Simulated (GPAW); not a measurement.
# Si2W (I4/mmm) in GPAW: reference runs

Reference runs on Si2W: the cell as given.

Program: GPAW 26.7.0. These are calculated values, not measurements. Logs are shortened: lines on timing, memory, paths and dates and some standing lists are left out, and cuts for length are marked. The log counts tension as positive stress, the text compression.

## 1. The structure

Symmetry: I4/mmm, No. 139, tetragonal system. Conventional cell: a = 3.214 Å, b = 3.214 Å, c = 7.830 Å, α = 90.00°, β = 90.00°, γ = 90.00°. W (site symmetry 4/mmm) has 10 Si at 2.62 Å as nearest neighbours. Si (site symmetry 4mm) has 5 Si at 2.59 to 2.63 Å and 5 W at 2.62 Å as nearest neighbours.

## 2. Single point, PBEsol

run.py

```python
from ase import Atoms
from ase.dft.bandgap import bandgap
from ase.io import write
from ase.units import Bohr, GPa
from gpaw import GPAW, PW, setup_paths
from gpaw.elf import elf_from_dft_calculation

setup_paths.insert(0, '.')

atoms = Atoms(['W', 'Si', 'Si'],
              cell=[[-1.6069, 1.6069, 3.91495],
                    [1.6069, -1.6069, 3.91495],
                    [1.6069, 1.6069, -3.91495]],
              scaled_positions=[[0.0, 0.0, 0.0],
                                [0.6653, 0.6653, 0.0],
                                [0.3347, 0.3347, 0.0]],
              pbc=True)

calc = GPAW(mode=PW(600),
            xc='PBEsol',
            kpts={'size': (12, 12, 12), 'gamma': True},
            occupations={'name': 'fermi-dirac', 'width': 0.05},
            nbands=23,
            convergence={'density': 1e-05, 'energy': 1e-05},
            maxiter=150,
            txt='gpaw.txt')
atoms.calc = calc
energy = atoms.get_potential_energy()
forces = atoms.get_forces()
stress = atoms.get_stress()
calc.write('gs.gpw')
write('result.traj', atoms)
print(f'Energy: {energy:.6f} eV')
print('Forces (eV/A):')
print(forces.round(4))
print('Stress (GPa):', (stress / GPa).round(3))
print('Fermi level:', round(calc.get_fermi_level(), 4), 'eV')
print(f'Gap: {bandgap(calc)[0]:.4f} eV, direct: {bandgap(calc, direct=True)[0]:.4f} eV')

# fields on the real-space grid
write('density.cube', atoms, data=calc.get_pseudo_density() * Bohr**3)
write('potential.cube', atoms, data=calc.get_electrostatic_potential())
write('elf.cube', atoms, data=elf_from_dft_calculation(calc).data)
```

Potentials or basis: PAW data sets generated in the run's folder for this functional, pw.

Run with:

```bash
gpaw-setup -f PBEsol Si W
OMP_NUM_THREADS=1 python run.py
```

gpaw.txt:

```text
__  _  _
 | _ |_)|_||  |
 |__||  | ||/\| - 26.7.0

Input parameters:
  mode=PW(ecut=600.0),
  convergence={'density': 1e-05, 'energy': 1e-05},
  kpts=MonkhorstPack(size=(12, 12, 12), gamma=True),
  maxiter=150,
  nbands=23,
  occupations=Occupations(name='fermi-dirac', width=0.05),
  xc=XC(name='PBEsol')

Diagonalizing LCAO Hamiltonian
Converting LCAO to pw mode

       Si

       Si

       W

Atoms  # Å, Bohr magnetons
|   | symbol |         x |         y |        z |    initial magnetic moments |
|---|--------|-----------|-----------|----------|-----------------------------|
| 0 |      W |  0.000000 |  0.000000 | 0.000000 | ( 0.0000,  0.0000,  0.0000) |
| 1 |     Si | -0.000000 |  0.000000 | 5.209232 | ( 0.0000,  0.0000,  0.0000) |
| 2 |     Si |  0.000000 | -0.000000 | 2.620668 | ( 0.0000,  0.0000,  0.0000) |

Unit cell  # Å
| periodic |         x |         y |         z |  lengths |     angles |
|----------|-----------|-----------|-----------|----------|------------|
|      yes | -1.606900 |  1.606900 |  3.914950 | 4.526708 | 138.415317 |
|      yes |  1.606900 | -1.606900 |  3.914950 | 4.526708 | 138.415317 |
|      yes |  1.606900 |  1.606900 | -3.914950 | 4.526708 |  60.267513 |

Number of symmetries: 16
Symmetry operations  # r_c * U_cc + t_c -> r_c
|    | kind |            matrix            |
|----|------|------------------------------|
|  0 |  σ   |  1, 1, 1,  0, 0,-1,  0,-1, 0 |
|  1 |  C4  |  1, 1, 1,  0, 0,-1, -1, 0, 0 |
|  2 |  E   |  1, 0, 0,  0, 1, 0,  0, 0, 1 |
|  3 |  σ   |  1, 0, 0,  0, 1, 0, -1,-1,-1 |
|  4 |  σ   |  0, 1, 0,  1, 0, 0,  0, 0, 1 |
|  5 |  C2  |  0, 1, 0,  1, 0, 0, -1,-1,-1 |
|  6 |  C2  |  0, 0, 1, -1,-1,-1,  1, 0, 0 |
|  7 |  S4  |  0, 0, 1, -1,-1,-1,  0, 1, 0 |
|  8 |  C4  |  0, 0,-1,  1, 1, 1,  0,-1, 0 |
|  9 |  σ   |  0, 0,-1,  1, 1, 1, -1, 0, 0 |
| 10 |  σ   |  0,-1, 0, -1, 0, 0,  1, 1, 1 |
| 11 |  C2  |  0,-1, 0, -1, 0, 0,  0, 0,-1 |
| 12 |  C2  | -1, 0, 0,  0,-1, 0,  1, 1, 1 |
| 13 |  i   | -1, 0, 0,  0,-1, 0,  0, 0,-1 |
| 14 |  S4  | -1,-1,-1,  0, 0, 1,  1, 0, 0 |
| 15 |  C2  | -1,-1,-1,  0, 0, 1,  0, 1, 0 |

BZ-sampling:
  Number of BZ points: 1728
  Number of IBZ points: 163

  Monkhorst-Pack size: [12, 12, 12]
  Monkhorst-Pack shift: [0.041666666666666664, 0.041666666666666664, 0.041666666666666664]

K-points  # in reciprocal-cell coordinates
|     |                                coordinates |     weight |
|-----|--------------------------------------------|------------|
|   0 | ( -0.00000000,  -0.00000000,  -0.00000000) | 0.00057870 |
|   1 | (  0.08333333,  -0.08333333,  -0.00000000) | 0.00231481 |
|   2 | (  0.08333333,  -0.08333333,   0.08333333) | 0.00231481 |
|   3 | (  0.08333333,  -0.00000000,  -0.00000000) | 0.00462963 |
|   4 | (  0.08333333,   0.08333333,  -0.08333333) | 0.00115741 |
|   5 | (  0.16666667,  -0.16666667,  -0.00000000) | 0.00231481 |
|   6 | (  0.16666667,  -0.16666667,   0.08333333) | 0.00462963 |
|   7 | (  0.16666667,  -0.16666667,   0.16666667) | 0.00231481 |
|   8 | (  0.16666667,  -0.08333333,  -0.00000000) | 0.00925926 |
|   9 | (  0.16666667,  -0.08333333,   0.08333333) | 0.00462963 |
| ... |                                            |            |
| 162 | (  0.50000000,   0.50000000,   0.50000000) | 0.00057870 |

Plane wave coefficients: 1372
Cutoff: 600.0 eV

Spin-components: 1 (collinear spins)
Bands:           23
Projectors:      16
Spin-degeneracy: 2
Datatype:        complex128

Parallelization:
  kpt:    1
  domain: 1
  band:   1

Density:
  Valence electrons: 22.0
  Components: 1
  Grid points: [27 27 27]
  Charge: 0.0  # |e|

Potential:
  Grid points: [27 27 27]

species:
  W:
    name:    Tungsten
    Z:       74.0
    valence: 14
    core:    60
    charge:  0.0  # [|e|]
    compensation charges:
      type: gauss
      rc: 0.40  # [Å]
      lmax: 2
    cutoffs:
      filter: 2.36  # [Å]
      core: 3.02  # [Å]
    projectors
    | kind |    occ | energy [eV] | rcut [Å] |
    |------|--------|-------------|----------|
    |   5s |  2.000 |     -78.864 |    1.344 |
    |   6s |  2.000 |      -5.730 |    1.344 |
    |   5p |  6.000 |     -43.252 |    1.355 |
    |   6p |  0.000 |      -1.338 |    1.355 |
    |   5d |  4.000 |      -4.526 |    1.228 |
    |    d |        |      22.686 |    1.228 |

    Using partial waves for W as LCAO basis

  Si:
    name:    Silicon
    Z:       14.0
    valence: 4
    core:    10
    charge:  0.0  # [|e|]
    compensation charges:
      type: gauss
      rc: 0.33  # [Å]
      lmax: 2
    cutoffs:
      filter: 1.86  # [Å]
      core: 2.06  # [Å]
    projectors
    | kind |    occ | energy [eV] | rcut [Å] |
    |------|--------|-------------|----------|
    |   3s |  2.000 |     -10.768 |    1.058 |
    |   3p |  2.000 |      -4.057 |    1.058 |
    |    s |        |      16.444 |    1.058 |
    |    p |        |      23.155 |    1.058 |
    |    d |        |       0.000 |    1.058 |

    Using partial waves for Si as LCAO basis

Reference energy: -454386.164594  # eV

eigensolver:
  PPCG
  Converge bands: occupied
  niter=2

density mixing:
  MSR1-Mixer
  Pratt-step length: 0.05
  Maximum mixing coefficient: 0.75
  Old densities: 10
  SVD Regularization: 0.005
  Good broyden scale: 1.0
  Trust region scale: 1.0
  Backstep threshold: 4.0
  History deletion threshold: 6.0
  Fourier metric: weight=20.0, sigma=0.015

occupation numbers:
  Fermi-Dirac:
    width: 0.0500  # eV

poisson solver:
  ecut: 4800.0  # eV

xc functional:
  name: PBEsol with 2 nearest neighbor stencil

convergence criteria:
- Maximum integral of absolute [dens]ity change: 1e-05 electrons / valence electron
- Maximum [total energy] change in last 3 cyles: 1e-05 eV / valence electron
- Maximum integral of absolute [eigenst]ate change: 4e-08 eV^2 / valence electron
maximum number of iterations: 150

SCF iterations
|iter     | |      energy | eigst |  dens |
|---------|-|-------------|-------|-------|
|iter:   1| |  -25.288386 | +0.24 |       |
|iter:   2| |  -25.277806 | -2.62 | -1.19 |
|iter:   3| |  -25.210690 | -2.40 | -1.22 |
|iter:   4| |  -25.214663 | -3.08 | -1.80 |
|iter:   5| |  -25.212795 | -3.92 | -2.30 |
|iter:   6| |  -25.212775 | -4.70 | -2.53 |
|iter:   7| |  -25.212777c| -6.60 | -3.50 |
|iter:   8| |  -25.212777c| -8.25c| -4.22 |
|iter:   9| |  -25.212777c| -8.77c| -5.07c|

Converged in 9 steps
Energy contributions relative to reference atoms: (reference = -454386.164594)

Energy contributions:
  Kinetic:          18.890648
  Coulomb:         -15.105242
  Zero:             -0.099318
  External:          0.000000
  Xc:              -28.897897
  Entropy:          -0.001936
  Spinorbit:         0.000000
  ----------------------------
  Free energy:     -25.213745
  Extrapolated:    -25.212777

dipole moment: (-12.946528, -12.946528, 2.437666)  # |e|*Ang

Fermi level: 12.600
Eigenvalues  # (at kpt = [-0.000, -0.000, -0.000])
| band index |      eig [eV] | occ [0-2] |
|------------|---------------|-----------|
|          0 |       -61.024 |     2.000 |
|        ... |               |           |
|          2 |       -25.529 |     2.000 |
|          3 |       -25.529 |     2.000 |
|          4 |        -1.473 |     2.000 |
|          5 |         5.732 |     2.000 |
|          6 |         8.859 |     2.000 |
|          7 |         9.232 |     2.000 |
[... 8 lines left out ...]
|         16 |        18.283 |     0.000 |
|         17 |        18.283 |     0.000 |
|        ... |               |           |
|         22 |        27.255 |     0.000 |

No gap
No difference between direct/indirect transitions

Forces  # eV/Ang
|        x |        y |        z |
|----------|----------|----------|
|  0.00000 |  0.00000 |  0.00000 |  # W    0
|  0.00000 | -0.00000 |  0.03413 |  # Si   1
| -0.00000 | -0.00000 | -0.03413 |  # Si   2

Stress tensor  # eV/Ang^3
|        x |         y |         z |
|----------|-----------|-----------|
| 0.009395 |  0.000000 |  0.000000 |
| 0.000000 |  0.009395 | -0.000000 |
| 0.000000 | -0.000000 |  0.004735 |

# Writing to gs.gpw (mode='')
```

Wall time 2.7 min (1 thread of Arm Neoverse V1, shared host); peak memory 0.28 GiB.

What came out:

```yaml
Free_energy: -25.2137 eV
Pressure: -1.3 GPa
Largest_force: 0.034 eV/Å
Band_gap_on_the_k_mesh: none (metal or under the smearing width)
```

Forces on the atoms (eV/Å):
```
W    0.000  0.000  0.000
Si   0.000  0.000  0.034
Si   0.000  0.000 -0.034
```
